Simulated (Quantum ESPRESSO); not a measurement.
# TiAl (Pm-3m) in Quantum ESPRESSO: equation of state

How stiff is TiAl in PBEsol, and what volume does it want? The cell is scaled to several volumes.

Everything below comes from runs of Quantum ESPRESSO 7.5. Logs are shortened: lines on timing, memory, paths and dates and some standing lists are left out, and cuts for length are marked.

## Step 1: The structure

The structure is cubic, space group Pm-3m (No. 221). The conventional cell has a = 3.179 Å, b = 3.179 Å, c = 3.179 Å, α = 90.00°, β = 90.00°, γ = 90.00°. Ti (site symmetry m-3m) has 8 Al at 2.75 Å as nearest neighbours. Al (site symmetry m-3m) has 8 Ti at 2.75 Å as nearest neighbours.

The cell comes from a database or a generator and needn't be the stable form of this composition.

## Step 2: Single point, PBEsol, 15.10 Å³/atom

File pw.in:

```
&CONTROL
  calculation = 'scf'
  prefix = 'pwscf'
  outdir = './tmp'
  pseudo_dir = './pseudo'
  tstress = .true.
  disk_io = 'nowf'
/
&SYSTEM
  ibrav = 0
  nat = 2
  ntyp = 2
  ecutwfc = 45
  ecutrho = 360
  nbnd = 13
  occupations = 'smearing'
  smearing = 'fd'
  degauss = 0.00367493
/
&ELECTRONS
  conv_thr = 4d-10
  electron_maxstep = 120
  mixing_beta = 0.5
/
ATOMIC_SPECIES
Ti    47.8670 ti_pbesol_v1.4.uspp.F.UPF
Al    26.9815 al_pbesol_v1.uspp.F.UPF
CELL_PARAMETERS angstrom
   3.1141669331    0.0000000000    0.0000000000
   0.0000000000    3.1141669331    0.0000000000
   0.0000000000    0.0000000000    3.1141669331
ATOMIC_POSITIONS crystal
Ti     0.0000000000    0.0000000000    0.0000000000
Al     0.5000000000    0.5000000000    0.5000000000
K_POINTS automatic
8 8 8 0 0 0
```

Potentials or basis: GBRV 1.5 PBEsol.

Run with:

```console
OMP_NUM_THREADS=1 mpirun -n 2 pw.x -nk 2 -in pw.in > pw.out
```

pw.out:

```text
This program is part of the open-source Quantum ESPRESSO suite
     for quantum simulation of materials; please cite
[... 6 lines left out ...]
     using ibrav=0 with symmetry is DISCOURAGED, use correct ibrav instead

     K-points division:     npool     =       2
     Subspace diagonalization in iterative solution of the eigenvalue problem:
     a serial algorithm will be used

     G-vector sticks info
     --------------------
     sticks:   dense  smooth     PW     G-vecs:    dense   smooth      PW
     Sum         989     497    161                23583     8289    1551

     Using Slab Decomposition

     bravais-lattice index     =            0
     lattice parameter (alat)  =       5.8849  a.u.
     unit-cell volume          =     203.8085 (a.u.)^3
     number of atoms/cell      =            2
     number of atomic types    =            2
     number of electrons       =        15.00
     number of Kohn-Sham states=           13
     kinetic-energy cutoff     =      45.0000  Ry
     charge density cutoff     =     360.0000  Ry
     scf convergence threshold =      4.0E-10
     mixing beta               =       0.5000
     number of iterations used =            8  plain     mixing
     Exchange-correlation= SLA  PW   PSX  PSC
                           (   1   4  10   8   0   0   0)

     celldm(1)=   5.884923  celldm(2)=   0.000000  celldm(3)=   0.000000
     celldm(4)=   0.000000  celldm(5)=   0.000000  celldm(6)=   0.000000

     crystal axes: (cart. coord. in units of alat)
               a(1) = (   1.000000   0.000000   0.000000 )
               a(2) = (   0.000000   1.000000   0.000000 )
               a(3) = (   0.000000   0.000000   1.000000 )

     reciprocal axes: (cart. coord. in units 2 pi/alat)
               b(1) = (  1.000000  0.000000  0.000000 )
               b(2) = (  0.000000  1.000000  0.000000 )
               b(3) = (  0.000000  0.000000  1.000000 )

     PseudoPot. # 1 for Ti read from file:
     ti_pbesol_v1.4.uspp.F.UPF
     Pseudo is Ultrasoft + core correction, Zval = 12.0
     Generated by new atomic code, or converted to UPF format
     Using radial grid of  851 points,  6 beta functions with:
                l(1) =   0
                l(2) =   0
                l(3) =   1
                l(4) =   1
                l(5) =   2
                l(6) =   2
     Q(r) pseudized with  6 coefficients,  rinner =    1.000   1.000   1.000
                                                       1.000   1.000

     PseudoPot. # 2 for Al read from file:
     al_pbesol_v1.uspp.F.UPF
     Pseudo is Ultrasoft + core correction, Zval =  3.0
     Generated by new atomic code, or converted to UPF format
     Using radial grid of  893 points,  3 beta functions with:
                l(1) =   0
                l(2) =   1
                l(3) =   2
     Q(r) pseudized with  8 coefficients,  rinner =    0.900   0.900   0.900
                                                       0.900   0.900

     atomic species   valence    mass     pseudopotential
     Ti               12.00    47.86700     Ti( 1.00)
     Al                3.00    26.98150     Al( 1.00)

     48 Sym. Ops., with inversion, found

   Cartesian axes

     site n.     atom                  positions (alat units)
         1        Ti     tau(   1) = (   0.0000000   0.0000000   0.0000000  )
         2        Al     tau(   2) = (   0.5000000   0.5000000   0.5000000  )

     number of k points=    35  Fermi-Dirac smearing, width (Ry)=  0.0037
                       cart. coord. in units 2pi/alat
        k(    1) = (   0.0000000   0.0000000   0.0000000), wk =   0.0039062
        k(    2) = (   0.0000000   0.0000000   0.1250000), wk =   0.0234375
        k(    3) = (   0.0000000   0.0000000   0.2500000), wk =   0.0234375
        k(    4) = (   0.0000000   0.0000000   0.3750000), wk =   0.0234375
        k(    5) = (   0.0000000   0.0000000  -0.5000000), wk =   0.0117188
        k(    6) = (   0.0000000   0.1250000   0.1250000), wk =   0.0468750
[... 27 lines left out ...]
        k(   34) = (   0.3750000  -0.5000000  -0.5000000), wk =   0.0234375
        k(   35) = (  -0.5000000  -0.5000000  -0.5000000), wk =   0.0039062

     Dense  grid:    23583 G-vectors     FFT dimensions: (  36,  36,  36)

     Smooth grid:     8289 G-vectors     FFT dimensions: (  25,  25,  25)

     Check: negative core charge=   -0.000008

     Initial potential from superposition of free atoms

     starting charge      13.9976, renormalised to      15.0000

     negative rho (up, down):  9.506E-04 0.000E+00
     Starting wfcs are   14 randomized atomic wfcs

     Self-consistent Calculation

     iteration #  1     ecut=    45.00 Ry     beta= 0.50
     Davidson diagonalization with overlap
     ethr =  1.00E-02,  avg # of iterations =  3.6

     negative rho (up, down):  9.712E-04 0.000E+00

     total energy              =    -125.66518887 Ry
     estimated scf accuracy    <       0.51029462 Ry

     iteration #  2     ecut=    45.00 Ry     beta= 0.50
     Davidson diagonalization with overlap
     ethr =  3.40E-03,  avg # of iterations =  2.7

     negative rho (up, down):  8.039E-04 0.000E+00

     total energy              =    -125.79184033 Ry
     estimated scf accuracy    <       0.27300595 Ry

     iteration #  3     ecut=    45.00 Ry     beta= 0.50
     Davidson diagonalization with overlap
     ethr =  1.82E-03,  avg # of iterations =  1.9

     negative rho (up, down):  6.963E-04 0.000E+00

     total energy              =    -125.84684339 Ry
     estimated scf accuracy    <       0.00516629 Ry

     iteration #  4     ecut=    45.00 Ry     beta= 0.50
     Davidson diagonalization with overlap
     ethr =  3.44E-05,  avg # of iterations =  3.3
[... 46 lines left out ...]
     negative rho (up, down):  6.754E-04 0.000E+00

     total energy              =    -125.84847586 Ry
     estimated scf accuracy    <          7.6E-09 Ry

     iteration # 10     ecut=    45.00 Ry     beta= 0.50
     Davidson diagonalization with overlap
     ethr =  5.07E-11,  avg # of iterations =  1.4

     negative rho (up, down):  6.754E-04 0.000E+00

     total energy              =    -125.84847586 Ry
     estimated scf accuracy    <          1.1E-09 Ry

     iteration # 11     ecut=    45.00 Ry     beta= 0.50
     Davidson diagonalization with overlap
     ethr =  7.12E-12,  avg # of iterations =  2.3

     negative rho (up, down):  6.754E-04 0.000E+00

     End of self-consistent calculation

          k = 0.0000 0.0000 0.0000 (  1021 PWs)   bands (ev):

   -44.3356 -20.6387 -20.6387 -20.6387   2.6189  10.6052  10.6052  14.1246
    14.1246  14.1246  16.8718  16.8718  16.8718

          k = 0.0000 0.0000 0.1250 (  1021 PWs)   bands (ev):

   -44.3326 -20.6713 -20.6357 -20.6357   2.8814  10.4638  10.7234  13.7077
    13.7077  14.1565  16.0154  17.4735  17.4735

          k = 0.0000 0.0000 0.2500 (  1029 PWs)   bands (ev):

   -44.3255 -20.7495 -20.6286 -20.6286   3.6445   9.7031  11.0355  13.0145
    13.0145  14.2349  15.1920  18.7463  18.7463

          k = 0.0000 0.0000 0.3750 (  1044 PWs)   bands (ev):

   -44.3183 -20.8267 -20.6215 -20.6215   4.8361   8.1973  11.3975  12.5058
    12.5058  14.3154  15.2726  19.2011  20.2911

          k = 0.0000 0.0000-0.5000 (  1044 PWs)   bands (ev):

   -44.3154 -20.8584 -20.6186 -20.6186   6.0684   6.7898  11.5674  12.3244
    12.3244  14.3494  15.4706  18.8101  22.2678

          k = 0.0000 0.1250 0.1250 (  1033 PWs)   bands (ev):

   -44.3297 -20.6699 -20.6663 -20.6328   3.1383  10.5183  10.6758  13.2446
    13.6106  13.9357  16.3189  16.7717  18.0035
[... 21 lines left out ...]
          k = 0.0000 0.2500 0.3750 (  1051 PWs)   bands (ev):

   -44.3085 -20.8114 -20.7268 -20.6119   5.5987   8.8468  10.7859  12.0478
    12.7581  13.4912  15.3534  17.5081  19.6301

          k = 0.0000 0.2500-0.5000 (  1060 PWs)   bands (ev):

   -44.3056 -20.8421 -20.7230 -20.6090   6.4526   7.8469  11.1604  11.7719
    12.6016  13.5424  15.3560  18.3296  18.6984

          k = 0.0000 0.3750 0.3750 (  1041 PWs)   bands (ev):

   -44.3016 -20.8022 -20.7986 -20.6051   6.3474   9.2637  10.1361  11.8159
    12.9074  13.0828  15.2498  17.2202  18.5271

          k = 0.0000 0.3750-0.5000 (  1042 PWs)   bands (ev):

   -44.2987 -20.8306 -20.7958 -20.6022   6.8024   8.9978  10.3912  11.4406
    12.8202  13.0876  15.2241  17.5980  17.7100

          k = 0.0000-0.5000-0.5000 (  1024 PWs)   bands (ev):

   -44.2958 -20.8258 -20.8258 -20.5994   6.9821  10.0591  10.0591  10.6452
    12.9175  12.9175  15.1879  17.3110  17.4634

          k = 0.1250 0.1250 0.1250 (  1033 PWs)   bands (ev):

   -44.3268 -20.6685 -20.6632 -20.6632   3.3895  10.6220  10.6220  13.0197
    13.4884  13.4884  16.8682  16.8682  17.2912

          k = 0.1250 0.1250 0.2500 (  1041 PWs)   bands (ev):

   -44.3197 -20.7419 -20.6587 -20.6556   4.1164   9.9815  10.9014  12.6208
    12.7433  13.5901  15.8184  17.8763  18.0262

          k = 0.1250 0.1250 0.3750 (  1046 PWs)   bands (ev):

   -44.3126 -20.8178 -20.6509 -20.6481   5.2365   8.5463  11.2680  12.1320
    12.6006  13.7227  15.4453  18.6917  19.0452

          k = 0.1250 0.1250-0.5000 (  1044 PWs)   bands (ev):

   -44.3097 -20.8490 -20.6477 -20.6450   6.2834   7.3280  11.5635  11.7751
    12.5999  13.7761  15.4648  18.9352  20.0579

          k = 0.1250 0.2500 0.2500 (  1039 PWs)   bands (ev):

   -44.3127 -20.7362 -20.7291 -20.6496   4.7841  10.2858  10.3304  12.3530
    12.6492  13.1808  16.0505  17.0642  18.6453

          k = 0.1250 0.2500 0.3750 (  1046 PWs)   bands (ev):

   -44.3057 -20.8071 -20.7233 -20.6421   5.7816   9.0121  10.6694  12.1252
    12.7219  13.2250  15.5779  17.5916  19.3456

          k = 0.1250 0.2500-0.5000 (  1040 PWs)   bands (ev):

   -44.3028 -20.8377 -20.7195 -20.6390   6.5881   8.0588  10.8328  11.9482
    12.8833  13.2389  15.4410  18.2468  19.0539

          k = 0.1250 0.3750 0.3750 (  1035 PWs)   bands (ev):

   -44.2988 -20.7981 -20.7946 -20.6348   6.5172   9.4070   9.9800  11.8483
    12.9440  13.1691  15.4458  17.1080  18.5229

          k = 0.1250 0.3750-0.5000 (  1040 PWs)   bands (ev):

   -44.2959 -20.8263 -20.7919 -20.6318   6.9716   9.0798  10.1356  11.5751
    13.1411  13.1595  15.3070  17.3141  17.7000

          k = 0.1250-0.5000-0.5000 (  1028 PWs)   bands (ev):

   -44.2930 -20.8216 -20.8216 -20.6287   7.1726   9.8241   9.8241  11.0152
    13.2524  13.2524  15.1982  16.9724  17.2763

          k = 0.2500 0.2500 0.2500 (  1030 PWs)   bands (ev):

   -44.3058 -20.7300 -20.7205 -20.7205   5.3959  10.3194  10.3194  11.9969
    12.7252  12.7252  16.9761  16.9761  17.3858

          k = 0.2500 0.2500 0.3750 (  1029 PWs)   bands (ev):

   -44.2989 -20.7969 -20.7175 -20.7119   6.2903   9.3696  10.2598  12.3971
    12.4891  13.1203  15.9804  17.2942  18.0423

          k = 0.2500 0.2500-0.5000 (  1042 PWs)   bands (ev):

   -44.2960 -20.8269 -20.7137 -20.7083   6.9604   8.5883  10.2204  12.4354
    12.7143  13.3886  15.5417  17.2000  19.0838

          k = 0.2500 0.3750 0.3750 (  1031 PWs)   bands (ev):

   -44.2920 -20.7882 -20.7849 -20.7060   6.9902   9.5585   9.6405  12.2078
    13.1178  13.3596  15.9859  16.2947  17.8595

          k = 0.2500 0.3750-0.5000 (  1040 PWs)   bands (ev):

   -44.2892 -20.8160 -20.7823 -20.7025   7.4421   9.1393   9.6471  12.2126
    13.3451  13.8295  15.4894  15.9787  17.8541

          k = 0.2500-0.5000-0.5000 (  1016 PWs)   bands (ev):

   -44.2864 -20.8115 -20.8115 -20.6990   7.7110   9.3706   9.3706  12.0670
    14.0154  14.0154  15.2234  15.5074  17.0953

          k = 0.3750 0.3750 0.3750 (  1034 PWs)   bands (ev):

   -44.2853 -20.7795 -20.7753 -20.7753   7.6388   9.3391   9.3391  13.1211
    13.5354  13.5354  15.0880  16.7607  16.7607

          k = 0.3750 0.3750-0.5000 (  1034 PWs)   bands (ev):

   -44.2825 -20.8057 -20.7739 -20.7712   8.0657   9.0600   9.2227  13.4341
    13.6056  14.4585  14.5974  15.6194  17.3335

          k = 0.3750-0.5000-0.5000 (  1040 PWs)   bands (ev):

   -44.2797 -20.8014 -20.8014 -20.7686   8.4438   9.0045   9.0045  13.6126
    13.8956  14.8593  14.8593  15.2486  16.5177

          k =-0.5000-0.5000-0.5000 (  1064 PWs)   bands (ev):

   -44.2769 -20.7972 -20.7972 -20.7972   8.8687   8.8687   8.8687  13.1418
    15.2592  15.2592  15.2972  15.2972  15.2972

     the Fermi energy is    12.1810 ev

!    total energy              =    -125.84847586 Ry
     estimated scf accuracy    <          4.4E-11 Ry
     smearing contrib. (-TS)   =      -0.00156879 Ry
     internal energy E=F+TS    =    -125.84690707 Ry

     The total energy is F=E-TS. E is the sum of the following terms:
     one-electron contribution =     -50.84954391 Ry
     hartree contribution      =      30.86875376 Ry
     xc contribution           =     -22.28882342 Ry
     ewald contribution        =     -83.57729350 Ry

     convergence has been achieved in  11 iterations

     Computing stress (Cartesian axis) and pressure

     negative rho (up, down):  6.754E-04 0.000E+00
          total   stress  (Ry/bohr**3)                   (kbar)     P=       51.32
   0.00034889   0.00000000   0.00000000           51.32        0.00        0.00
   0.00000000   0.00034889   0.00000000            0.00       51.32        0.00
   0.00000000   0.00000000   0.00034889            0.00        0.00       51.32

=------------------------------------------------------------------------------=
   JOB DONE.
=------------------------------------------------------------------------------=
```

Wall time 6.1 s (2 MPI ranks of Intel Xeon Platinum 8259CL at 2.50GHz (Skylake/Cascade Lake), shared host); peak memory 0.18 GiB.

Results:

```yaml
Free_energy: -1712.2557 eV
Pressure: 5.1 GPa
Band_gap_on_the_k_mesh: none (metal or under the smearing width)
```

[end of part 1 of 2]
